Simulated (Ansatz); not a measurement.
# Ti3H: the cost of one run

Program: Ansatz 0.2.0. Level of theory: DFT PBE, scalar-relativistic, plane waves, PAW. These are calculated values, not measurements.

21 further runs of the same task are left out: 21 set aside as unsound or not needed.

## (1) The starting structure

Symmetry: Cm, No. 8, monoclinic system. The conventional cell has a = 7.974 Å, b = 4.604 Å, c = 22.497 Å, α = 90.00°, β = 90.00°, γ = 90.00°. Around Ti (site symmetry m) lie 4 Ti at 2.71 to 2.82 Å. Ti (site symmetry m) has 7 Ti at 2.49 to 2.82 Å as nearest neighbours. Around Ti (site symmetry m) lie 7 Ti at 2.62 to 2.82 Å. Around Ti (site symmetry m) lie 7 Ti at 2.71 to 2.78 Å. Ti (site symmetry m) has 2 H at 1.89 Å as nearest neighbours. Around Ti (site symmetry m) lie 3 H at 2.33 to 2.58 Å and 1 Ti at 2.62 Å. Around H (site symmetry m) lie 1 H at 0.92 Å.

Structure file:

```cif
data_structure
_symmetry_space_group_name_H-M 'P 1'
_symmetry_Int_Tables_number 1
_cell_length_a 4.6040
_cell_length_b 4.6040
_cell_length_c 22.4970
_cell_angle_alpha 90.000
_cell_angle_beta 90.000
_cell_angle_gamma 120.000
_cell_volume 412.97
loop_
_atom_site_label
_atom_site_type_symbol
_atom_site_fract_x
_atom_site_fract_y
_atom_site_fract_z
_atom_site_occupancy
Ti1 Ti 0.66667 0.33333 0.17780 1
Ti2 Ti 0.33333 0.66667 0.21958 1
Ti3 Ti 0.00000 0.00000 0.26135 1
Ti4 Ti 0.66667 0.33333 0.29806 1
Ti5 Ti 0.33333 0.66667 0.33046 1
Ti6 Ti 0.00000 0.00000 0.37769 1
H1 H 0.27571 0.72429 0.41192 1
H2 H 0.39096 0.60904 0.41192 1
```

This is the geometry of the first run shown, built on a cell relaxed beforehand with the same method.

## (2) What is varied

Atoms count from 1 in the order of the input.

H2 lies flat over one site of a rigid substrate while its bond length and height are varied.

The axes are (1) distance H7-H8: 8 values from 0.650 to 2.650 Å; (2) height of the H2 axis above the plane of Ti6: 9 values from 0.45 to 3.60 Å.

Nothing else is relaxed. Points are written as (first, second).

## (3) Grid point (0.919 Å, 0.77 Å)

A dipole layer in the vacuum cancels the field that periodic copies would set up if the slab's two faces differ.

Contents of input.yaml:

```yaml
crystal:
  lattice:
    - [4.6039800811, 0.0, 0.0]
    - [-2.3019900405, 3.9871637087, 0.0]
    - [0.0, 0.0, 22.4969948581]
  atoms:
    - { symbol: Ti, position: [0.6666666667, 0.3333333333, 0.1778015253] }
    - { symbol: Ti, position: [0.3333333333, 0.6666666667, 0.2195752601] }
    - { symbol: Ti, position: [0.0, 0.0, 0.261348995] }
    - { symbol: Ti, position: [0.6666666667, 0.3333333333, 0.2980583739] }
    - { symbol: Ti, position: [0.3333333333, 0.6666666667, 0.3304600279] }
    - { symbol: Ti, position: [0.0, 0.0, 0.3776946615] }
    - { symbol: H, position: [0.2757109188, 0.7242890812, 0.4119214551] }
    - { symbol: H, position: [0.3909557479, 0.6090442521, 0.4119214551] }
basis:
  ecutwfc: 420
kpoints:
  mp_grid: { grid: [6, 6, 1] }
hamiltonian:
  xc: pbe
scf:
  occupations: { method: gaussian, width: 0.1 }
output:
  forces: true
  eigenvalues: true
efield:
  axis: 3
  dipole_correction: true
  ramp_width: 0.04
```

The run is started by

```bash
> ansatz run input.yaml --threads 1 --pin off --max-ram 3072MiB --backend cpu --events-out ev --progress --plain --runs-dir out
```

What time and memory should one allow on 1 thread of Arm Neoverse V1, shared host?

About 25 s, with a peak of 0.55 GiB.
